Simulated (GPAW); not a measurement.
# CaSe (Fm-3m) in GPAW: settings compared

The runs below take CaSe through single point, with LDA, PBE.

Program: GPAW 26.7.0. These are calculated values, not measurements. Logs are shortened: lines on timing, memory, paths and dates and some standing lists are left out, and cuts for length are marked. The log counts tension as positive stress, the text compression.

**What was measured.**

From a printed reference work, monograph, original work of 1988, for a bulk crystal of CaSe at 2 K: band gap 3.85 eV (indirect).

The runs below are set against these values where they give the same quantity.

**1. Starting point**

The structure is cubic, space group Fm-3m (No. 225). The conventional cell has a = 5.912 Å, b = 5.912 Å, c = 5.912 Å, α = 90.00°, β = 90.00°, γ = 90.00°. Around Se (site symmetry m-3m) lie 6 Ca at 2.96 Å. Ca (site symmetry m-3m) is surrounded by 6 Se at 2.96 Å.

**2. Single point, LDA**

Input file run.py:

```python
from ase import Atoms
from ase.dft.bandgap import bandgap
from ase.io import write
from ase.units import GPa
from gpaw import GPAW, PW

atoms = Atoms(['Se', 'Ca'],
              cell=[[0.0, 2.956, 2.956],
                    [2.956, 0.0, 2.956],
                    [2.956, 2.956, 0.0]],
              scaled_positions=[[0.5, 0.5, 0.5],
                                [0.0, 0.0, 0.0]],
              pbc=True)

calc = GPAW(mode=PW(450),
            xc='LDA',
            kpts={'size': (6, 6, 6), 'gamma': True},
            occupations={'name': 'fermi-dirac', 'width': 0.05},
            nbands=16,
            maxiter=120,
            txt='gpaw.txt')
atoms.calc = calc
energy = atoms.get_potential_energy()
forces = atoms.get_forces()
stress = atoms.get_stress()
calc.write('gs.gpw')
write('result.traj', atoms)
print(f'Energy: {energy:.6f} eV')
print('Forces (eV/A):')
print(forces.round(4))
print('Stress (GPa):', (stress / GPa).round(3))
print('Fermi level:', round(calc.get_fermi_level(), 4), 'eV')
print(f'Gap: {bandgap(calc)[0]:.4f} eV, direct: {bandgap(calc, direct=True)[0]:.4f} eV')
```

Potentials or basis: the program's PAW data sets (release 1.2.1) made for this functional, pw.

The run is started by

```console
$ OMP_NUM_THREADS=1 python run.py
```

gpaw.txt:

```text
__  _  _
 | _ |_)|_||  |
 |__||  | ||/\| - 26.7.0

Input parameters:
  mode=PW(ecut=450.00000000000006),
  kpts=MonkhorstPack(size=(6, 6, 6), gamma=True),
  maxiter=120,
  nbands=16,
  occupations=Occupations(name='fermi-dirac', width=0.05),
  xc=XC(name='LDA')

Diagonalizing LCAO Hamiltonian
Converting LCAO to pw mode

                Se

       Ca

Atoms  # Å, Bohr magnetons
|   | symbol |        x |        y |        z |    initial magnetic moments |
|---|--------|----------|----------|----------|-----------------------------|
| 0 |     Se | 2.956000 | 2.956000 | 2.956000 | ( 0.0000,  0.0000,  0.0000) |
| 1 |     Ca | 0.000000 | 0.000000 | 0.000000 | ( 0.0000,  0.0000,  0.0000) |

Unit cell  # Å
| periodic |        x |        y |        z |  lengths |    angles |
|----------|----------|----------|----------|----------|-----------|
|      yes | 0.000000 | 2.956000 | 2.956000 | 4.180415 | 60.000000 |
|      yes | 2.956000 | 0.000000 | 2.956000 | 4.180415 | 60.000000 |
|      yes | 2.956000 | 2.956000 | 0.000000 | 4.180415 | 60.000000 |

Number of symmetries: 48
Symmetry operations  # r_c * U_cc + t_c -> r_c
|    | kind |            matrix            |
|----|------|------------------------------|
|  0 |  σ   |  1, 0, 0,  1, 0,-1,  1,-1, 0 |
|  1 |  C2  |  1, 0, 0,  1,-1, 0,  1, 0,-1 |
|  2 |  E   |  1, 0, 0,  0, 1, 0,  0, 0, 1 |
|  3 |  σ   |  1, 0, 0,  0, 0, 1,  0, 1, 0 |
|  4 |  C4  |  1, 0,-1,  1, 0, 0,  1,-1, 0 |
|  5 |  S6  |  1, 0,-1,  1,-1, 0,  1, 0, 0 |
|  6 |  σ   |  1, 0,-1,  0, 1,-1,  0, 0,-1 |
|  7 |  C3  |  1, 0,-1,  0, 0,-1,  0, 1,-1 |
|  8 |  S6  |  1,-1, 0,  1, 0, 0,  1, 0,-1 |
|  9 |  C4  |  1,-1, 0,  1, 0,-1,  1, 0, 0 |
| 10 |  C3  |  1,-1, 0,  0,-1, 1,  0,-1, 0 |
| 11 |  σ   |  1,-1, 0,  0,-1, 0,  0,-1, 1 |
| 12 |  σ   |  0, 1, 0,  1, 0, 0,  0, 0, 1 |
| 13 |  C4  |  0, 1, 0,  0, 1,-1, -1, 1, 0 |
| 14 |  C3  |  0, 1, 0,  0, 0, 1,  1, 0, 0 |
| 15 |  S6  |  0, 1, 0, -1, 1, 0,  0, 1,-1 |
| 16 |  C2  |  0, 1,-1,  1, 0,-1,  0, 0,-1 |
| 17 |  σ   |  0, 1,-1,  0, 1, 0, -1, 1, 0 |
| 18 |  S4  |  0, 1,-1,  0, 0,-1,  1, 0,-1 |
| 19 |  C4  |  0, 1,-1, -1, 1, 0,  0, 1, 0 |
| 20 |  C3  |  0, 0, 1,  1, 0, 0,  0, 1, 0 |
| 21 |  σ   |  0, 0, 1,  0, 1, 0,  1, 0, 0 |
| 22 |  S6  |  0, 0, 1,  0,-1, 1, -1, 0, 1 |
| 23 |  C4  |  0, 0, 1, -1, 0, 1,  0,-1, 1 |
| 24 |  S4  |  0, 0,-1,  1, 0,-1,  0, 1,-1 |
| 25 |  C3  |  0, 0,-1,  0, 1,-1,  1, 0,-1 |
| 26 |  C2  |  0, 0,-1,  0,-1, 0, -1, 0, 0 |
| 27 |  S6  |  0, 0,-1, -1, 0, 0,  0,-1, 0 |
| 28 |  S4  |  0,-1, 1,  1,-1, 0,  0,-1, 0 |
| 29 |  C4  |  0,-1, 1,  0, 0, 1, -1, 0, 1 |
| 30 |  C2  |  0,-1, 1,  0,-1, 0,  1,-1, 0 |
| 31 |  σ   |  0,-1, 1, -1, 0, 1,  0, 0, 1 |
| 32 |  C3  |  0,-1, 0,  1,-1, 0,  0,-1, 1 |
| 33 |  S6  |  0,-1, 0,  0, 0,-1, -1, 0, 0 |
| 34 |  S4  |  0,-1, 0,  0,-1, 1,  1,-1, 0 |
| 35 |  C2  |  0,-1, 0, -1, 0, 0,  0, 0,-1 |
| 36 |  C2  | -1, 1, 0,  0, 1, 0,  0, 1,-1 |
| 37 |  S6  | -1, 1, 0,  0, 1,-1,  0, 1, 0 |
| 38 |  S4  | -1, 1, 0, -1, 0, 1, -1, 0, 0 |
| 39 |  C3  | -1, 1, 0, -1, 0, 0, -1, 0, 1 |
| 40 |  S6  | -1, 0, 1,  0, 0, 1,  0,-1, 1 |
| 41 |  C2  | -1, 0, 1,  0,-1, 1,  0, 0, 1 |
| 42 |  C3  | -1, 0, 1, -1, 1, 0, -1, 0, 0 |
| 43 |  S4  | -1, 0, 1, -1, 0, 0, -1, 1, 0 |
| 44 |  C2  | -1, 0, 0,  0, 0,-1,  0,-1, 0 |
| 45 |  i   | -1, 0, 0,  0,-1, 0,  0, 0,-1 |
| 46 |  σ   | -1, 0, 0, -1, 1, 0, -1, 0, 1 |
| 47 |  C2  | -1, 0, 0, -1, 0, 1, -1, 1, 0 |

BZ-sampling:
  Number of BZ points: 216
  Number of IBZ points: 16

  Monkhorst-Pack size: [6, 6, 6]
  Monkhorst-Pack shift: [0.08333333333333333, 0.08333333333333333, 0.08333333333333333]

K-points  # in reciprocal-cell coordinates
|     |                                coordinates |     weight |
|-----|--------------------------------------------|------------|
|   0 | (  0.00000000,   0.00000000,   0.00000000) | 0.00462963 |
|   1 | (  0.16666667,   0.16666667,   0.00000000) | 0.02777778 |
|   2 | (  0.16666667,   0.16666667,   0.16666667) | 0.03703704 |
|   3 | (  0.33333333,   0.16666667,   0.16666667) | 0.05555556 |
|   4 | (  0.33333333,   0.33333333,  -0.33333333) | 0.05555556 |
|   5 | (  0.33333333,   0.33333333,   0.00000000) | 0.02777778 |
|   6 | (  0.33333333,   0.33333333,   0.16666667) | 0.11111111 |
|   7 | (  0.33333333,   0.33333333,   0.33333333) | 0.03703704 |
|   8 | (  0.50000000,   0.33333333,  -0.33333333) | 0.11111111 |
|   9 | (  0.50000000,   0.33333333,  -0.16666667) | 0.05555556 |
| ... |                                            |            |
|  15 | (  0.50000000,   0.50000000,   0.50000000) | 0.01851852 |

Plane wave coefficients: 1139
Cutoff: 450.00000000000006 eV

Spin-components: 1 (collinear spins)
Bands:           16
Projectors:      10
Spin-degeneracy: 2
Datatype:        complex128

Parallelization:
  kpt:    1
  domain: 1
  band:   1

Density:
  Valence electrons: 16.0
  Components: 1
  Grid points: [21 21 21]
  Charge: 0.0  # |e|

Potential:
  Grid points: [21 21 21]

species:
  Se:
    name:    Selenium
    Z:       34.0
    valence: 6
    core:    28
    charge:  0.0  # [|e|]
    compensation charges:
      type: gauss
      rc: 0.27  # [Å]
      lmax: 2
    cutoffs:
      filter: 1.77  # [Å]
      core: 2.67  # [Å]
    projectors
    | kind |    occ | energy [eV] | rcut [Å] |
    |------|--------|-------------|----------|
    |   4s |  2.000 |     -17.472 |    0.847 |
    |   4p |  4.000 |      -6.656 |    1.005 |
    |    s |        |       9.739 |    0.847 |
    |    p |        |      20.555 |    1.005 |
    |    d |        |       0.000 |    0.847 |

    Using partial waves for Se as LCAO basis

  Ca:
    name:    Calcium
    Z:       20.0
    valence: 10
    core:    10
    charge:  0.0  # [|e|]
    compensation charges:
      type: gauss
      rc: 0.37  # [Å]
      lmax: 2
    cutoffs:
      filter: 2.10  # [Å]
      core: 1.17  # [Å]
    projectors
    | kind |    occ | energy [eV] | rcut [Å] |
    |------|--------|-------------|----------|
    |   3s |  2.000 |     -46.826 |    1.175 |
    |   4s |  2.000 |      -3.864 |    1.175 |
    |   3p |  6.000 |     -27.986 |    1.154 |
    |    p |        |      -0.774 |    1.154 |
    |    d |        |       0.000 |    0.937 |

    Using partial waves for Ca as LCAO basis

Reference energy: -84483.586495  # eV

eigensolver:
  PPCG
  Converge bands: occupied
  niter=2

density mixing:
  MSR1-Mixer
  Pratt-step length: 0.05
  Maximum mixing coefficient: 0.75
  Old densities: 10
  SVD Regularization: 0.005
  Good broyden scale: 1.0
  Trust region scale: 1.0
  Backstep threshold: 4.0
  History deletion threshold: 6.0
  Fourier metric: weight=20.0, sigma=0.015

occupation numbers:
  Fermi-Dirac:
    width: 0.0500  # eV

poisson solver:
  ecut: 3600.0000000000005  # eV

xc functional:
  name: None

convergence criteria:
- Maximum [total energy] change in last 3 cyles: 0.0005 eV / valence electron
- Maximum integral of absolute [dens]ity change: 0.0001 electrons / valence electron
- Maximum integral of absolute [eigenst]ate change: 4e-08 eV^2 / valence electron
maximum number of iterations: 120

SCF iterations
|iter     | |      energy | eigst |  dens |
|---------|-|-------------|-------|-------|
|iter:   1| |  -10.691987 | +0.15 |       |
|iter:   2| |  -10.727381 | -1.51 | -1.20 |
|iter:   3| |  -10.661665 | -2.50 | -1.24 |
|iter:   4| |  -10.653929 | -3.59 | -1.59 |
|iter:   5| |  -10.647698 | -3.55 | -1.86 |
|iter:   6| |  -10.647609c| -5.35 | -2.68 |
|iter:   7| |  -10.647596c| -6.27 | -3.11 |
|iter:   8| |  -10.647596c| -7.57c| -4.12c|

Converged in 8 steps
Energy contributions relative to reference atoms: (reference = -84483.586495)

Energy contributions:
  Kinetic:          11.115146
  Coulomb:          -8.980335
  Zero:             -0.635057
  External:          0.000000
  Xc:              -12.147350
  Entropy:          -0.000000
  Spinorbit:         0.000000
  ----------------------------
  Free energy:     -10.647596
  Extrapolated:    -10.647596

dipole moment: (-19.577143, -19.577143, -19.577143)  # |e|*Ang

Fermi level: 5.192
Eigenvalues  # (at kpt = [0.000, 0.000, 0.000])
| band index |      eig [eV] | occ [0-2] |
|------------|---------------|-----------|
|          0 |       -35.110 |     2.000 |
|          1 |       -16.378 |     2.000 |
|          2 |       -16.378 |     2.000 |
|          3 |       -16.378 |     2.000 |
|          4 |        -7.617 |     2.000 |
|          5 |         4.240 |     2.000 |
|          6 |         4.240 |     2.000 |
|          7 |         4.240 |     2.000 |
|          8 |         7.342 |     0.000 |
|          9 |         7.801 |     0.000 |
|         10 |         7.801 |     0.000 |
|         11 |         7.801 |     0.000 |
|         12 |         8.401 |     0.000 |
|         13 |         8.401 |     0.000 |
|         14 |        13.818 |     0.000 |
|         15 |        16.557 |     0.000 |

Gap: 1.891 eV
Transition (v -> c):
  (s=0, k=0, n=7, [0.00, 0.00, 0.00]) -> (s=0, k=12, n=8, [0.50, 0.50, 0.00])
Direct/indirect transitions are different
Direct gap: 2.837 eV
Transition at: (s=0, k=12, n=7, [0.50, 0.50, 0.00])

Forces  # eV/Ang
|       x |        y |        z |
|---------|----------|----------|
| 0.00000 |  0.00000 |  0.00000 |  # Se   0
| 0.00000 | -0.00000 | -0.00000 |  # Ca   1

Stress tensor  # eV/Ang^3
|        x |        y |        z |
|----------|----------|----------|
| 0.019183 | 0.000000 | 0.000000 |
| 0.000000 | 0.019183 | 0.000000 |
| 0.000000 | 0.000000 | 0.019183 |

# Writing to gs.gpw (mode='')
```

It took 6.1 s on 1 thread of Arm Neoverse V2, shared host; peak memory 0.13 GiB.

Results:

- Free energy: -10.6476 eV
- Pressure: -3.1 GPa
- Band gap on the k mesh: 1.89 eV, indirect (least direct gap 2.84 eV)

Caveat: the cutoff is short for stress and forces, so pressures can be off by a GPa or more.

**3. Single point, PBE**

Edit run.py of step 2 so:

```diff
@@ -15,3 +15,3 @@
 calc = GPAW(mode=PW(450),
-            xc='LDA',
+            xc='PBE',
             kpts={'size': (6, 6, 6), 'gamma': True},
```

Potentials or basis: GPAW PAW data sets (gpaw-data 1.2.1), pw.

The run is started by

```console
$ OMP_NUM_THREADS=1 python run.py
```

Wall time 8.2 s (1 thread of Intel Xeon Platinum 8259CL at 2.50GHz (Skylake/Cascade Lake), shared host); peak memory 0.14 GiB.

Results (log left out):

- Free energy: -9.5534 eV
- Pressure: 1.2 GPa
- Band gap on the k mesh: 2.04 eV, indirect (least direct gap 2.98 eV)

Levels at points of the mesh, in eV from the valence-band top:
```tsv
k point	band 6	band 7	band 8	band 9	band 10	band 11
(0.00, 0.00, 0.00)	0.00	0.00	0.00	3.36	3.71	3.71
(0.50, 0.50, 0.00)	-2.53	-0.94	-0.94	2.04	5.02	5.07
(0.50, 0.50, 0.50)	-3.28	-1.18	-1.18	4.52	5.46	5.48
```

Caveat: the cutoff is short for stress and forces, so pressures can be off by a GPa or more.

**4. Comparison with measurements**

Step 2. A measured gap of CaSe is 3.85 eV (indirect; 2 K; a printed reference work, monograph, original work of 1988); the calculated 1.89 eV misses it by -1.96 eV. So large a miss can be the level of theory's own, or it may mean another phase, state or a wrong row. Spin-orbit coupling on Se is left out. The value is that of LDA on a finite k mesh, which can miss the band edges, without temperature or zero-point motion. Semilocal functionals fall short of measured gaps as a rule.

Step 3. Measured gap of CaSe: 3.85 eV (indirect; 2 K; a printed reference work, monograph, original work of 1988). This calculation gives 2.04 eV (-1.81 eV). Spin-orbit coupling on Se is left out. The value is that of PBE on a finite k mesh, which can miss the band edges, without temperature or zero-point motion. Semilocal functionals fall short of measured gaps as a rule.
